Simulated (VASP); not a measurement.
# Ti (Fm-3m) in VASP: single point with LDA

Aim: the single point of Ti with LDA.

All numbers are computed with VASP 6.6.1; they aren't measurements. Logs are shortened: lines on timing, memory, paths and dates and some standing lists are left out, and cuts for length are marked.

**1. The crystal as given**

Symmetry: Fm-3m, No. 225, cubic system. The conventional cell has a = 4.060 Å, b = 4.060 Å, c = 4.060 Å, α = 90.00°, β = 90.00°, γ = 90.00°. Around Ti (site symmetry m-3m) lie 12 Ti at 2.87 Å.

This isn't the form of Ti at room conditions, which is hcp.

**2. Single point, LDA**

INCAR

```
PREC = Accurate
ENCUT = 520
EDIFF = 1E-7
ISMEAR = -1
SIGMA = 0.1
LREAL = False
LASPH = True
NELM = 100
ALGO = Normal
ISIF = 2
LWAVE = False
LCHARG = False
NBANDS = 12
```

KPOINTS

```
regular mesh
0
Gamma
  10 10 10
```

POSCAR

```
Ti
1.0
    0.0000000000      2.0300000000      2.0300000000
    2.0300000000      0.0000000000      2.0300000000
    2.0300000000      2.0300000000      0.0000000000
Ti
1
Direct
    0.0000000000      0.0000000000      0.0000000000
```

Potentials or basis: VASP PAW LDA potentials, release 64 (Ti_sv).

Run with:

```bash
$ cat potpaw_LDA.64/Ti_sv/POTCAR > POTCAR
$ mpirun -np 1 vasp_std > vasp.out
```

OUTCAR:

```text
PREC = Accurate
   ENCUT = 520
   EDIFF = 1E-7
   ISMEAR = -1
   LREAL = False
   LASPH = True
   NELM = 100
   ISIF = 2

 ion  position               nearest neighbor table
   1  0.000  0.000  0.000-

  LATTYP: Found a face centered cubic cell.
 ALAT       =     4.0600000000

  Lattice vectors:

 A1 = (   0.0000000000,   2.0300000000,   2.0300000000)
 A2 = (   2.0300000000,   0.0000000000,   2.0300000000)
 A3 = (   2.0300000000,   2.0300000000,   0.0000000000)

Analysis of symmetry for initial positions (statically):
=====================================================================
 Subroutine PRICEL returns:
 Original cell was already a primitive cell.

 Routine SETGRP: Setting up the symmetry group for a
 face centered cubic supercell.

 Subroutine GETGRP returns: Found 48 space group operations
 (whereof 48 operations were pure point group operations)
 out of a pool of 48 trial point group operations.

The static configuration has the point symmetry O_h .

Analysis of symmetry for dynamics (positions and initial velocities):
=====================================================================
 Subroutine PRICEL returns:
 Original cell was already a primitive cell.

 Routine SETGRP: Setting up the symmetry group for a
 face centered cubic supercell.

 Subroutine GETGRP returns: Found 48 space group operations
 (whereof 48 operations were pure point group operations)
 out of a pool of 48 trial point group operations.

The dynamic configuration has the point symmetry O_h .

 Subroutine INISYM returns: Found 48 space group operations
 (whereof 48 operations are pure point group operations),
 and found     1 'primitive' translations

----------------------------------------------------------------------------------------

                                     Primitive cell

  volume of cell :      16.7309

  direct lattice vectors                    reciprocal lattice vectors
     0.000000000  2.030000000  2.030000000    -0.246305419  0.246305419  0.246305419
     2.030000000  0.000000000  2.030000000     0.246305419 -0.246305419  0.246305419
     2.030000000  2.030000000  0.000000000     0.246305419  0.246305419 -0.246305419

  length of vectors
     2.870853532  2.870853532  2.870853532     0.426613499  0.426613499  0.426613499

  position of ions in fractional coordinates (direct lattice)
     0.000000000  0.000000000  0.000000000

  ion indices of the primitive-cell ions
   primitive index   ion index
                 1           1

----------------------------------------------------------------------------------------

 KPOINTS: regular mesh

Automatic generation of k-mesh.
 Grid dimensions read from file:
 generate k-points for:   10   10   10

 Generating k-lattice:

  Cartesian coordinates                     Fractional coordinates (reciprocal lattice)
    -0.024630542  0.024630542  0.024630542     0.100000000  0.000000000  0.000000000
     0.024630542 -0.024630542  0.024630542     0.000000000  0.100000000  0.000000000
     0.024630542  0.024630542 -0.024630542     0.000000000  0.000000000  0.100000000

  Length of vectors
     0.042661350  0.042661350  0.042661350

  Shift w.r.t. Gamma in fractional coordinates (k-lattice)
     0.000000000  0.000000000  0.000000000

 Subroutine IBZKPT returns following result:
 ===========================================

 Found     47 irreducible k-points:

 Following reciprocal coordinates:
            Coordinates               Weight
  0.000000  0.000000  0.000000      1.000000
  0.100000  0.000000  0.000000      8.000000
  0.200000  0.000000  0.000000      8.000000
  0.300000  0.000000  0.000000      8.000000
  0.400000  0.000000  0.000000      8.000000
  0.500000  0.000000  0.000000      4.000000
[... 16 lines left out ...]
  0.300000  0.300000  0.000000      6.000000
  0.400000  0.300000  0.000000     24.000000
 [... further k-points ...]
   k-points           NKPTS =     47   k-points in BZ     NKDIM =     47   number of bands    NBANDS=     12
   number of dos      NEDOS =    301   number of ions     NIONS =      1
   total plane-waves  NPLWV =  13824
   dimension x,y,z NGX =    24 NGY =   24 NGZ =   24
   dimension x,y,z NGXF=    48 NGYF=   48 NGZF=   48
   ions per type =               1
   NGX,Y,Z   is equivalent  to a cutoff of  13.90, 13.90, 13.90 a.u.
   NGXF,Y,Z  is equivalent  to a cutoff of  27.80, 27.80, 27.80 a.u.
 SYSTEM =  unknown system
   PREC   = accura    normal or accurate (medium, high low for compatibility)
   ISTART =      0    job   : 0-new  1-cont  2-samecut
   ICHARG =      2    charge: 1-file 2-atom 10-const
   ISPIN  =      1    spin polarized calculation?
   LNONCOLLINEAR =      F non collinear calculations
   LSORBIT =      F    spin-orbit coupling
   LASPH  =      T    aspherical Exc in radial PAW
   ENCUT  =  520.0 eV  38.22 Ry    6.18 a.u.   5.34  5.34  5.34*2*pi/ulx,y,z
   NELM   =    100;   NELMIN=  2; NELMDL= -5     # of ELM steps
   EDIFF  = 0.1E-06   stopping-criterion for ELM
   LREAL  =      F    real-space projection
[... 7 lines left out ...]
   TEBEG  =    0.0;   TEEND  =   0.0 temperature during run
   PSTRESS=    0.0 pullay stress
   NELECT =      12.0000    total number of electrons
   NUPDOWN=      -1.0000    fix difference up-down
   EMIN   =  10.00;   EMAX   =-10.00  energy-range for DOS
   EFERMI =   0.00;   METHOD = LEGACY
   ISMEAR =    -1;   SIGMA  =   0.10  broadening in eV -4-tet -1-fermi 0-gaus
   EFERMI_NEDOS =   21; number of points for ismear=-14 and -15
   IALGO  =     38    algorithm
   IMIX   =      4    mixing-type and parameters
     AMIX     =   0.40;   BMIX     =  1.00
     AMIX_MAG =   1.60;   BMIX_MAG =  1.00
  volume/ion in A,a.u.               =      16.73       112.91
  Fermi-wavevector in a.u.,A,eV,Ry     =   1.465421  2.769245 29.217967  2.147460
  Thomas-Fermi vector in A             =   2.581280
   LORBIT       =      0    0 simple, 1 ext, 2 COOP (PROOUT), +10 PAW based schemes
   GGA     = CA    functional components
   LHFCALC =     F    Hartree Fock is set to
   AEXX    =    0.0000 exact exchange contribution
   IVDW    =     0    specifies the selected vdW correction
   LEPSILON=     F    determine dielectric tensor
   LRPA    =     F    only Hartree local field effects (RPA)
 non-spin polarized calculation
  energy-cutoff  :      520.00
  volume of cell :       16.73
 maximum number of plane-waves:       464
 NGX is ok and might be reduce to    24
   NGX = 11   NGY = 11   NGZ = 11

 number of electron      12.0000002 magnetization

 Free energy of the ion-electron system (eV)
  ---------------------------------------------------
  ext. energy  EPLUGINS =         0.00000000
  ---------------------------------------------------
  free energy    TOTEN  =        -8.51478986 eV

  energy without entropy =       -8.45977259  energy(sigma->0) =       -8.48728122

 E-fermi :   8.3910     XC(G=0): -11.9635

 val. band max:        8.3851436832   @ k =   0.3000   0.0000   0.0000
 cond. band min:       8.4864882265   @ k =  -0.3000   0.2000   0.0000
 fundamental gap:      0.1013445432
 Fermi energy:         8.3909821066

 k-point     1 :       0.0000    0.0000    0.0000
  band No.  band energies     occupation
      1     -47.5652      2.00000
      2     -23.7472      2.00000
      3     -23.7472      2.00000
      4     -23.7472      2.00000
      5       2.2830      2.00000
      6       9.2580      0.00034
      7       9.2580      0.00034
      8       9.2580      0.00034
      9      10.9486      0.00000
     10      10.9486      0.00000
     11      23.9414      0.00000
     12      28.5126      0.00000

 k-point     2 :       0.1000    0.0000    0.0000
  band No.  band energies     occupation
      1     -47.5510      2.00000
      2     -23.8245      2.00000
      3     -23.7567      2.00000
      4     -23.7567      2.00000
      5       2.6153      2.00000
      6       9.0594      0.00250
      7       9.3736      0.00011
      8       9.3736      0.00011
      9      10.8782      0.00000
     10      10.8782      0.00000
     11      24.1909      0.00000
     12      26.5136      0.00000

 k-point     3 :       0.2000    0.0000    0.0000
  band No.  band energies     occupation
      1     -47.5137      2.00000
      2     -24.0239      2.00000
      3     -23.7817      2.00000
      4     -23.7817      2.00000
      5       3.5272      2.00000
      6       8.6332      0.16298
      7       9.5404      0.00002
      8       9.5404      0.00002
      9      10.8770      0.00000
     10      10.8770      0.00000
     11      23.1277      0.00000
     12      24.9759      0.00000

 k-point     4 :       0.3000    0.0000    0.0000
  band No.  band energies     occupation
      1     -47.4672      2.00000
      2     -24.2646      2.00000
      3     -23.8124      2.00000
      4     -23.8124      2.00000
      5       4.7054      2.00000
      6       8.3851      1.02918
      7       9.4283      0.00006
      8       9.4283      0.00006
      9      11.2958      0.00000
     10      11.2958      0.00000
     11      20.4098      0.00000
     12      24.3596      0.00000

 k-point     5 :       0.4000    0.0000    0.0000
  band No.  band energies     occupation
      1     -47.4292      2.00000
      2     -24.4552      2.00000
      3     -23.8370      2.00000
      4     -23.8370      2.00000
      5       5.5199      2.00000
      6       8.7612      0.04813
      7       9.2117      0.00055
      8       9.2117      0.00055
      9      11.8570      0.00000
     10      11.8570      0.00000
     11      18.0366      0.00000
     12      23.5382      0.00000

 k-point     6 :       0.5000    0.0000    0.0000
  band No.  band energies     occupation
      1     -47.4147      2.00000
      2     -24.5270      2.00000
      3     -23.8464      2.00000
      4     -23.8464      2.00000
      5       5.7195      2.00000
      6       9.1192      0.00137
      7       9.1192      0.00137
      8       9.2200      0.00050
      9      12.1084      0.00000
     10      12.1084      0.00000
     11      16.9671      0.00000
     12      23.2029      0.00000

 k-point     7 :       0.1000    0.1000    0.0000
  band No.  band energies     occupation
      1     -47.5463      2.00000
      2     -23.8227      2.00000
      3     -23.7735      2.00000
      4     -23.7735      2.00000
      5       2.7246      2.00000
      6       8.9307      0.00901
      7       9.4604      0.00005
      8       9.4604      0.00005
      9      10.6297      0.00000
     10      11.0484      0.00000
     11      24.3441      0.00000
     12      26.9576      0.00000

 k-point     8 :       0.2000    0.1000    0.0000
  band No.  band energies     occupation
      1     -47.5167      2.00000
      2     -23.9704      2.00000
      3     -23.8043      2.00000
      4     -23.7926      2.00000
      5       3.4422      2.00000
      6       8.5496      0.33990
      7       9.6241      0.00001
      8       9.6817      0.00000
      9      10.4347      0.00000
     10      11.1517      0.00000
     11      24.1237      0.00000
     12      25.1485      0.00000
[... 166 lines left out ...]
 k-point    20 :      -0.4000    0.2000    0.0000
  band No.  band energies     occupation
      1     -47.3948      2.00000
      2     -24.4223      2.00000
      3     -24.0417      2.00000
      4     -23.8846      2.00000
      5       6.6151      2.00000
      6       7.7926      1.99497
      7       8.7458      0.05593
      8       9.8526      0.00000
      9      11.7896      0.00000
     10      13.9278      0.00000
     11      17.0489      0.00000
     12      21.9799      0.00000

 k-point    21 :      -0.3000    0.2000    0.0000
  band No.  band energies     occupation
      1     -47.4153      2.00000
      2     -24.3415      2.00000
      3     -24.0332      2.00000
      4     -23.8471      2.00000
      5       6.2517      2.00000
      6       8.0562      1.93206
      7       8.4865      0.55574
      8       9.9056      0.00000
      9      11.0699      0.00000
     10      13.1823      0.00000
     11      19.2049      0.00000
     12      21.7515      0.00000

 k-point    22 :      -0.2000    0.2000    0.0000
  band No.  band energies     occupation
      1     -47.4512      2.00000
      2     -24.2255      2.00000
      3     -23.9601      2.00000
      4     -23.8083      2.00000
      5       5.2356      2.00000
      6       8.0908      1.90534
      7       8.9775      0.00566
      8      10.0938      0.00000
      9      10.3603      0.00000
     10      12.2949      0.00000
     11      21.7278      0.00000
     12      22.1869      0.00000

 k-point    23 :       0.3000    0.3000    0.0000
  band No.  band energies     occupation
      1     -47.4351      2.00000
      2     -24.2376      2.00000
      3     -23.9265      2.00000
      4     -23.9265      2.00000
      5       5.2508      2.00000
      6       7.3495      1.99994
      7       9.4938      0.00003
      8      10.9553      0.00000
      9      10.9553      0.00000
     10      11.6656      0.00000
     11      23.4195      0.00000
     12      23.5145      0.00000

 k-point    24 :       0.4000    0.3000    0.0000
  band No.  band energies     occupation
      1     -47.4052      2.00000
      2     -24.3385      2.00000
      3     -23.9819      2.00000
      4     -23.9568      2.00000
      5       5.7836      2.00000
      6       7.1063      1.99999
      7       9.4190      0.00007
      8      11.0888      0.00000
      9      11.9468      0.00000
     10      12.0379      0.00000
     11      21.0725      0.00000
     12      22.3154      0.00000

 [... further k-points ...]
[... 5 lines left out ...]
  --------------------------------------------------------------------------------------
  -------------------------------------------------------------------------------------
  Total       -0.4997236     -0.4997236     -0.4997236     -0.0000000     -0.0000000     -0.0000000
  in kB      -47.8544474    -47.8544474    -47.8544474     -0.0000000     -0.0000000     -0.0000000
  external PRESSURE =     -47.8544474 kB  Pullay stress =       0.0000000 kB

 VOLUME and BASIS-vectors are now :
 -----------------------------------------------------------------------------
  energy-cutoff  :      520.00
  volume of cell :       16.73
      direct lattice vectors                 reciprocal lattice vectors
     0.000000000  2.030000000  2.030000000    -0.246305419  0.246305419  0.246305419
     2.030000000  0.000000000  2.030000000     0.246305419 -0.246305419  0.246305419
     2.030000000  2.030000000  0.000000000     0.246305419  0.246305419 -0.246305419

 POSITION                                       TOTAL-FORCE (eV/Angst)
 -----------------------------------------------------------------------------------
      0.00000      0.00000      0.00000        -0.000000      0.000000     -0.000000
 -----------------------------------------------------------------------------------
    total drift:                               -0.000000      0.000000     -0.000000

  FREE ENERGIE OF THE ION-ELECTRON SYSTEM (eV)
  ---------------------------------------------------
  free  energy   TOTEN  =        -8.5147898556 eV

  energy  without entropy=       -8.4597725856  energy(sigma->0) =       -8.48728122
```

Wall time 3.9 s (1 thread of Intel Xeon 6975P-C (Granite Rapids), shared host); peak memory 0.13 GiB.

What came out:

| Property | Result |
| --- | --- |
| Free energy | -8.5148 eV |
| Pressure | -4.8 GPa |
| Band gap on the k mesh | none (metal or under the smearing width) |
